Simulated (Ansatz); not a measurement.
Crystal: MgS (Niningerite).

```xyz
2
Lattice="0.0000 2.6016 2.6016 2.6016 0.0000 2.6016 2.6016 2.6016 0.0000" Properties=species:S:1:pos:R:3 pbc="T T T"
S     2.6016    2.6016    2.6016
Mg    0.0000    0.0000    0.0000
```

Base run:

| Property | Result |
| --- | --- |
| Program | Ansatz 0.2.0 |
| Functional | PBE |
| Potentials or basis | Ansatz PAW |
| Cutoff | 420 eV (not typed: the program's choice for these potentials) |
| k mesh | 9 × 9 × 9 |
| Occupations | gaussian, width 0.03 eV |
| Spin | no spin polarisation |

Its results: band gap on the k mesh 2.92 eV, indirect (least direct gap 3.72 eV).

**Question.** The run is repeated on the same cell with these changes: functional from PBE to LDA; occupations from gaussian, width 0.03 eV to fixed. What comes out?

**Answer.** Band gap on the k mesh 2.69 eV, indirect (least direct gap 3.48 eV).

Caveats: odd divisions of the mesh miss points on the zone boundary, where band edges often lie, so the gap on the mesh can be too wide.

A k mesh can miss the band edges.
